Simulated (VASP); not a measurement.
# InP (F-43m) in VASP: notebook, part 2 of 2

VASP 6.6.1.

## Step 4: G0W0 quasiparticle levels, PBE

POSCAR reads:

```
InP
1.0
    0.0000000000      2.9305000000      2.9305000000
    2.9305000000      0.0000000000      2.9305000000
    2.9305000000      2.9305000000      0.0000000000
In P
1 1
Direct
    0.0000000000      0.0000000000      0.0000000000
    0.7500000000      0.7500000000      0.7500000000
```

INCAR.step1 reads:

```
SYSTEM = InP
  PREC = Accurate
  ENCUT = 450
  EDIFF = 1E-8
  ISMEAR = 0
  SIGMA = 0.01
  LREAL = .False.
  LASPH = .True.
  NELM = 60
  ALGO = Fast
  LWAVE = .True.
  LCHARG = .False.
  GGA = PE
```

INCAR.step2 reads:

```
SYSTEM = InP
  PREC = Accurate
  ENCUT = 450
  EDIFF = 1E-8
  ISMEAR = 0
  SIGMA = 0.01
  LREAL = .False.
  LASPH = .True.
  NELM = 1
  ALGO = Exact
  LWAVE = .True.
  LCHARG = .False.
  GGA = PE
  NBANDS = 310
  LOPTICS = .True.
  ISTART = 1
```

INCAR.step3 reads:

```
SYSTEM = InP
  PREC = Accurate
  ENCUT = 450
  EDIFF = 1E-8
  ISMEAR = 0
  SIGMA = 0.01
  LREAL = .False.
  LASPH = .True.
  ALGO = EVGW0
  LWAVE = .False.
  LCHARG = .False.
  GGA = PE
  NELMGW = 1
  NBANDS = 310
  ENCUTGW = 50
  NOMEGA = 48
  PRECFOCK = Fast
  ISTART = 1
  NBANDSGW = 17
```

KPOINTS reads:

```
Automatic mesh
0
Gamma
  3 3 3
  0 0 0
```

Potentials or basis: VASP PAW PBE potentials, release 64 (In_d_GW, P_GW).

Started as:

```
cat potpaw_PBE.64/In_d_GW/POTCAR potpaw_PBE.64/P_GW/POTCAR > POTCAR
cp INCAR.step1 INCAR
mpirun -np 1 vasp_std > vasp.out
cp INCAR.step2 INCAR
mpirun -np 1 vasp_std > vasp.out
cp INCAR.step3 INCAR
mpirun -np 1 vasp_std > vasp.out
```

OUTCAR:

```text
SYSTEM = InP
   PREC = Accurate
   ENCUT = 450
   EDIFF = 1E-8
   ISMEAR = 0
   LREAL = .False.
   LASPH = .True.
   GGA = PE
   NELMGW = 1
   ENCUTGW = 50
   PRECFOCK = Fast
   ISTART = 1

 Found      4 irreducible k-points:

 Following reciprocal coordinates:
            Coordinates               Weight
  0.000000  0.000000  0.000000      1.000000
  0.333333  0.000000  0.000000      8.000000
  0.333333  0.333333  0.000000      6.000000
 -0.333333  0.333333  0.000000     12.000000
   k-points           NKPTS =      4   k-points in BZ     NKDIM =     27   number of bands    NBANDS=    310
   number of dos      NEDOS =    301   number of ions     NIONS =      2
   total plane-waves  NPLWV =  27000
   dimension x,y,z NGX =    30 NGY =   30 NGZ =   30
   dimension x,y,z NGXF=    60 NGYF=   60 NGZF=   60
   ions per type =               1   1
   NGX,Y,Z   is equivalent  to a cutoff of  12.03, 12.03, 12.03 a.u.
   NGXF,Y,Z  is equivalent  to a cutoff of  24.07, 24.07, 24.07 a.u.
 SYSTEM =  InP
   PREC   = accura    normal or accurate (medium, high low for compatibility)
   ISTART =      1    job   : 0-new  1-cont  2-samecut
   ICHARG =      0    charge: 1-file 2-atom 10-const
   ISPIN  =      1    spin polarized calculation?
   LNONCOLLINEAR =      F non collinear calculations
   LSORBIT =      F    spin-orbit coupling
   LASPH  =      T    aspherical Exc in radial PAW
   ENCUT  =  450.0 eV  33.07 Ry    5.75 a.u.   7.17  7.17  7.17*2*pi/ulx,y,z
   NELM   =     60;   NELMIN=  2; NELMDL=  0     # of ELM steps
   EDIFF  = 0.1E-07   stopping-criterion for ELM
   LREAL  =      F    real-space projection
   EDIFFG = 0.1E-06   stopping-criterion for IOM
   NSW    =      0    number of steps for IOM
   IBRION =     -1    ionic relax: 0-MD 1-quasi-New 2-CG
   NFREE  =      0    steps in history (QN), initial steepest desc. (CG)
   ISIF   =      0    stress and relaxation
   ISYM   =      3    0-nonsym 1-usesym 2-fastsym
   POTIM  = 0.5000    time-step for ionic-motion
   TEBEG  =    0.0;   TEEND  =   0.0 temperature during run
   PSTRESS=    0.0 pullay stress
   NELECT =      18.0000    total number of electrons
   NUPDOWN=      -1.0000    fix difference up-down
   EMIN   =  10.00;   EMAX   =-10.00  energy-range for DOS
   EFERMI =   0.00;   METHOD = LEGACY
   ISMEAR =     0;   SIGMA  =   0.01  broadening in eV -4-tet -1-fermi 0-gaus
   EFERMI_NEDOS =   21; number of points for ismear=-14 and -15
   IALGO  =     38    algorithm
   IMIX   =      4    mixing-type and parameters
     AMIX     =   0.40;   BMIX     =  1.00
     AMIX_MAG =   1.60;   BMIX_MAG =  1.00
  volume/ion in A,a.u.               =      25.17       169.83
  Fermi-wavevector in a.u.,A,eV,Ry     =   1.162021  2.195901 18.371846  1.350293
  Thomas-Fermi vector in A             =   2.298587
   LORBIT       =      0    0 simple, 1 ext, 2 COOP (PROOUT), +10 PAW based schemes
   GGA     = PE    functional components
   LHFCALC =     T    Hartree Fock is set to
   PRECFOCK=fast      Normal, Fast or Accurate (Low or Medium for compatibility)
   ENCUT4O =  -1.0   cutoff for four orbital integrals eV
   NKREDX  =     1    reduce k-point grid by
   NKREDY  =     1    reduce k-point grid by
   NKREDZ  =     1    reduce k-point grid by
   AEXX    =    1.0000 exact exchange contribution
   HFSCREEN=    0.0000 screening length (either q_TF or 0.3 A-1)
   HFSCREENC=   0.0000 screening length for correlation (either q_TF or 0.3 A-1)
   ENCUTFOCK=  -1.0 apply spherical cutoff to Coloumb kernel
   IVDW    =     0    specifies the selected vdW correction
   LEPSILON=     F    determine dielectric tensor
   LRPA    =     F    only Hartree local field effects (RPA)
   LRPAFORCE           =     F    calculate RPA forces
   ENCUTGW             =  50.0    cutoff for response function in eV
   ENCUTGWSOFT         =  40.0    soft cutoff for Coulomb kernel in GW response function in eV
   ENCUTLF             =  -1.0    cutoff for local field effects
   NELMGW              =     1    number of iterations in solving QP/BSE equation
   NELMHF              =     1    number of iterations in the inner HF iteration
   NKREDLFX            =     1    NKREDLFY  =   1   NKREDLFZ  =   1
 non-spin polarized calculation
 Gauss-broadening in eV      SIGMA  =   0.01
  energy-cutoff  :      450.00
  volume of cell :       50.33
 maximum number of plane-waves:      1113
 NGX is ok and might be reduce to    30
  NGX = 16; NGY = 16; NGZ = 16
   NGX = 15   NGY = 15   NGZ = 15
 maximum number of plane-waves:        51
 NGX is ok and might be reduce to    10

 QP shifts <psi_nk| G(iteration)W_0 |psi_nk>: iteration 1
 for sc-GW calculations column KS-energies equals QP-energies in previous step
 and V_xc(KS)=  KS-energies - (<T + V_ion + V_H > + <T+V_H+V_ion>^1  + <V_x>^1)

 k-point   1 :       0.0000    0.0000    0.0000
  band No.  KS-energies  QP-energies   sigma(KS)   V_xc(KS)     V^pw_x(r,r')   Z            occupation Imag(sigma)

      1     -10.2935     -12.1849     -19.2603     -16.5971     -25.3299       0.7102       2.0000       0.3101
      2     -10.2935     -12.1849     -19.2603     -16.5971     -25.3299       0.7102       2.0000       0.3101
      3     -10.2935     -12.1849     -19.2603     -16.5971     -25.3299       0.7102       2.0000       0.3101
      4     -10.1478     -12.0529     -19.3799     -16.6818     -25.3438       0.7061       2.0000       0.2352
      5     -10.1478     -12.0529     -19.3799     -16.6818     -25.3438       0.7061       2.0000       0.2352
      6      -7.4964      -7.6582     -11.5308     -11.2913     -18.2327       0.6758       2.0000       1.0928
[... 9 lines left out ...]
     16      13.3901      13.6890      -9.8262     -10.2237      -4.5789       0.7518       0.0000      -0.2131
     17      15.1508      14.8527      -7.9356      -7.5435      -2.2265       0.7602       0.0000      -0.4390

 k-point   2 :       0.3333    0.0000    0.0000
  band No.  KS-energies  QP-energies   sigma(KS)   V_xc(KS)     V^pw_x(r,r')   Z            occupation Imag(sigma)

      1     -10.3781     -12.1636     -18.9612     -16.4128     -25.1399       0.7006       2.0000       0.3385
      2     -10.2620     -12.1557     -19.2967     -16.6274     -25.3501       0.7094       2.0000       0.3014
      3     -10.2620     -12.1557     -19.2967     -16.6274     -25.3501       0.7094       2.0000       0.3014
      4     -10.1408     -12.0478     -19.3871     -16.6930     -25.3595       0.7078       2.0000       0.2361
      5     -10.1408     -12.0478     -19.3871     -16.6930     -25.3595       0.7078       2.0000       0.2361
      6      -6.3725      -6.5564     -12.0774     -11.8029     -18.3662       0.6698       2.0000       0.8933
[... 9 lines left out ...]
     16      13.0533      13.2199      -9.4661      -9.6878      -4.1946       0.7516       0.0000      -0.2286
     17      17.8490      17.9398      -9.3520      -9.4725      -3.1524       0.7533       0.0000      -0.6547

 k-point   3 :       0.3333    0.3333    0.0000
  band No.  KS-energies  QP-energies   sigma(KS)   V_xc(KS)     V^pw_x(r,r')   Z            occupation Imag(sigma)

      1     -10.4312     -12.2003     -18.8945     -16.3708     -25.1036       0.7010       2.0000       0.3543
      2     -10.2170     -12.1171     -19.3648     -16.6871     -25.4095       0.7096       2.0000       0.2919
      3     -10.2170     -12.1171     -19.3648     -16.6871     -25.4095       0.7096       2.0000       0.2919
      4     -10.1841     -12.0788     -19.3012     -16.6159     -25.2746       0.7056       2.0000       0.2414
      5     -10.1218     -12.0290     -19.4029     -16.7120     -25.3767       0.7088       2.0000       0.2323
      6      -5.9900      -6.1661     -12.1496     -11.8859     -18.3061       0.6680       2.0000       0.8369
[... 9 lines left out ...]
     16      17.3369      17.3006      -8.6973      -8.6494      -2.7486       0.7567       0.0000      -0.5354
     17      18.1419      18.4369     -10.0851     -10.4771      -3.7866       0.7523       0.0000      -0.7615

 k-point   4 :      -0.3333    0.3333    0.0000
  band No.  KS-energies  QP-energies   sigma(KS)   V_xc(KS)     V^pw_x(r,r')   Z            occupation Imag(sigma)

      1     -10.4274     -12.1706     -18.8535     -16.3607     -25.0946       0.6993       2.0000       0.3617
      2     -10.2340     -12.1247     -19.3251     -16.6462     -25.3601       0.7057       2.0000       0.2818
      3     -10.2154     -12.1164     -19.3643     -16.6901     -25.4093       0.7109       2.0000       0.2943
      4     -10.1615     -12.0610     -19.3483     -16.6581     -25.3238       0.7061       2.0000       0.2378
      5     -10.1360     -12.0413     -19.3814     -16.6913     -25.3551       0.7083       2.0000       0.2338
      6      -5.2477      -5.4062     -12.6545     -12.4205     -18.6365       0.6772       2.0000       0.7414
[... 9 lines left out ...]
     16      17.1146      17.1877      -9.0353      -9.1331      -3.0451       0.7478       0.0000      -0.5117
     17      17.9823      18.1327      -9.3988      -9.6029      -3.1821       0.7369       0.0000      -0.6565
```

Run time: 2.2 min. Hardware: 1 thread of Intel Xeon Platinum 8488C (Sapphire Rapids), shared host; peak memory 0.34 GiB.

The run converged, but some of its settings lie outside the range that counts as converged, so its numbers aren't taken as properties of the crystal.

What came out:

| Property | Result |
| --- | --- |
| Band gap on the k mesh, mean-field level | 0.67 eV, direct |
| Quasiparticle gap | 1.14 eV |
| Least direct quasiparticle gap | 1.14 eV |

Caveat: the k mesh is coarse (spacing up to 0.62 Å⁻¹), so the values aren't converged; bands, screening cutoff and mesh are small and nothing is extrapolated, so the quasiparticle values aren't converged; spin-orbit coupling is left out, which moves the levels of the heavy elements.

## Step 5: G0W0 quasiparticle levels, PBE

POSCAR is that of step 4.

INCAR.step1 is that of step 4.

Edit INCAR.step2 of step 4 so:

```diff
@@ -13,3 +13,3 @@
   GGA = PE
-  NBANDS = 310
+  NBANDS = 69
   LOPTICS = .True.
```

Edit INCAR.step3 of step 4 so:

```diff
@@ -13,4 +13,4 @@
   NELMGW = 1
-  NBANDS = 310
-  ENCUTGW = 50
+  NBANDS = 69
+  ENCUTGW = 150
   NOMEGA = 48
```

KPOINTS reads:

```
Automatic mesh
0
Gamma
  4 4 4
  0 0 0
```

Potentials or basis: VASP PAW PBE potentials, release 64 (In_d_GW, P_GW).

Started as:

```
cat potpaw_PBE.64/In_d_GW/POTCAR potpaw_PBE.64/P_GW/POTCAR > POTCAR
cp INCAR.step1 INCAR
mpirun -np 1 vasp_std > vasp.out
cp INCAR.step2 INCAR
mpirun -np 1 vasp_std > vasp.out
cp INCAR.step3 INCAR
mpirun -np 1 vasp_std > vasp.out
```

OUTCAR:

```text
SYSTEM = InP
   PREC = Accurate
   ENCUT = 450
   EDIFF = 1E-8
   ISMEAR = 0
   LREAL = .False.
   LASPH = .True.
   GGA = PE
   NELMGW = 1
   ENCUTGW = 150
   PRECFOCK = Fast
   ISTART = 1

 Found      8 irreducible k-points:

 Following reciprocal coordinates:
            Coordinates               Weight
  0.000000  0.000000  0.000000      1.000000
  0.250000  0.000000  0.000000      8.000000
  0.500000  0.000000  0.000000      4.000000
  0.250000  0.250000  0.000000      6.000000
  0.500000  0.250000  0.000000     24.000000
 -0.250000  0.250000  0.000000     12.000000
   k-points           NKPTS =      8   k-points in BZ     NKDIM =     64   number of bands    NBANDS=     69
   number of dos      NEDOS =    301   number of ions     NIONS =      2
   total plane-waves  NPLWV =  27000
   dimension x,y,z NGX =    30 NGY =   30 NGZ =   30
   dimension x,y,z NGXF=    60 NGYF=   60 NGZF=   60
   ions per type =               1   1
   NGX,Y,Z   is equivalent  to a cutoff of  12.03, 12.03, 12.03 a.u.
[... 33 lines left out ...]
  Fermi-wavevector in a.u.,A,eV,Ry     =   1.162021  2.195901 18.371846  1.350293
  Thomas-Fermi vector in A             =   2.298587
   LORBIT       =      0    0 simple, 1 ext, 2 COOP (PROOUT), +10 PAW based schemes
   GGA     = PE    functional components
   LHFCALC =     T    Hartree Fock is set to
   PRECFOCK=fast      Normal, Fast or Accurate (Low or Medium for compatibility)
   ENCUT4O =  -1.0   cutoff for four orbital integrals eV
   NKREDX  =     1    reduce k-point grid by
   NKREDY  =     1    reduce k-point grid by
   NKREDZ  =     1    reduce k-point grid by
   AEXX    =    1.0000 exact exchange contribution
   HFSCREEN=    0.0000 screening length (either q_TF or 0.3 A-1)
   HFSCREENC=   0.0000 screening length for correlation (either q_TF or 0.3 A-1)
   ENCUTFOCK=  -1.0 apply spherical cutoff to Coloumb kernel
   IVDW    =     0    specifies the selected vdW correction
   LEPSILON=     F    determine dielectric tensor
   LRPA    =     F    only Hartree local field effects (RPA)
   LRPAFORCE           =     F    calculate RPA forces
   ENCUTGW             = 150.0    cutoff for response function in eV
   ENCUTGWSOFT         = 120.0    soft cutoff for Coulomb kernel in GW response function in eV
   ENCUTLF             =  -1.0    cutoff for local field effects
   NELMGW              =     1    number of iterations in solving QP/BSE equation
   NELMHF              =     1    number of iterations in the inner HF iteration
   NKREDLFX            =     1    NKREDLFY  =   1   NKREDLFZ  =   1
 non-spin polarized calculation
 Gauss-broadening in eV      SIGMA  =   0.01
  energy-cutoff  :      450.00
  volume of cell :       50.33
 maximum number of plane-waves:      1106
 NGX is ok and might be reduce to    30
  NGX = 16; NGY = 16; NGZ = 16
   NGX = 15   NGY = 15   NGZ = 15
 maximum number of plane-waves:       222

 QP shifts <psi_nk| G(iteration)W_0 |psi_nk>: iteration 1
 for sc-GW calculations column KS-energies equals QP-energies in previous step
 and V_xc(KS)=  KS-energies - (<T + V_ion + V_H > + <T+V_H+V_ion>^1  + <V_x>^1)

 k-point   1 :       0.0000    0.0000    0.0000
  band No.  KS-energies  QP-energies   sigma(KS)   V_xc(KS)     V^pw_x(r,r')   Z            occupation Imag(sigma)

      1     -10.2904     -11.9915     -19.0458     -16.5953     -25.3090       0.6942       2.0000       0.3520
      2     -10.2904     -11.9915     -19.0458     -16.5953     -25.3090       0.6942       2.0000       0.3520
      3     -10.2904     -11.9915     -19.0458     -16.5953     -25.3090       0.6942       2.0000       0.3520
      4     -10.1409     -11.8707     -19.1714     -16.6832     -25.3349       0.6952       2.0000       0.2776
      5     -10.1409     -11.8707     -19.1714     -16.6832     -25.3349       0.6952       2.0000       0.2776
      6      -7.5659      -7.8295     -11.7329     -11.2996     -18.2671       0.6083       2.0000       0.9281
[... 102 lines left out ...]
      4     -10.1422     -11.8683     -19.1590     -16.6763     -25.3296       0.6952       2.0000       0.2790
      5     -10.1359     -11.8650     -19.1704     -16.6868     -25.3448       0.6962       2.0000       0.2800
      6      -5.9702      -6.2765     -12.5019     -12.0362     -18.4557       0.6577       2.0000       0.8074
[... 9 lines left out ...]
     16      15.7384      16.1526      -9.8651     -10.4265      -4.0350       0.7376       0.0000      -0.5287
     17      16.1335      16.2753      -8.5553      -8.7448      -2.8986       0.7482       0.0000      -0.5283

 [... further k-points ...]
```

OUTCAR.step2:

```text
SYSTEM = InP
   PREC = Accurate
   ENCUT = 450
   EDIFF = 1E-8
[... 592 lines left out ...]
  --------------------------------------------------------------------------------------------------------------
     0.00000    45.16877    45.16877    45.16877     0.00000     0.00000     0.00000
     0.85807   -29.32987   -29.32987   -29.32987     0.00000     0.00000     0.00000
     1.71614    19.42372    19.42372    19.42372     0.00000     0.00000     0.00000
     2.57421   -25.00459   -25.00459   -25.00459     0.00000     0.00000     0.00000
     3.43227    13.35125    13.35125    13.35125     0.00000     0.00000     0.00000
     4.29034   -12.58240   -12.58240   -12.58240    -0.00000    -0.00000    -0.00000
[... 92 lines left out ...]
    84.09073     0.89336     0.89336     0.89336    -0.00000    -0.00000    -0.00000
    84.94880     0.89647     0.89647     0.89647    -0.00000    -0.00000    -0.00000
```

Run time: 3.9 min. Hardware: 1 thread of Intel Xeon Platinum 8488C (Sapphire Rapids), shared host; peak memory 0.4 GiB.

The run converged, but some of its settings lie outside the range that counts as converged, so its numbers aren't taken as properties of the crystal.

Results:

- Band gap on the k mesh, mean-field level: 0.70 eV, direct
- Quasiparticle gap: 1.21 eV
- Least direct quasiparticle gap: 1.21 eV

Caveat: the k mesh is coarse (spacing up to 0.46 Å⁻¹), so the values aren't converged; bands, screening cutoff and mesh are small and nothing is extrapolated, so the quasiparticle values aren't converged; spin-orbit coupling is left out, which moves the levels of the heavy elements.

## Step 6: For comparison

An earlier run on the cell as given: functional PBEsol; potentials or basis VASP PAW PBE potentials, release 64 (In_d, P); cutoff 520 eV; k mesh 8 × 8 × 8; occupations fermi-dirac, width 0.05 eV; no spin polarisation.

- Pressure: 0.6 GPa
- Band gap on the k mesh: 0.61 eV, direct
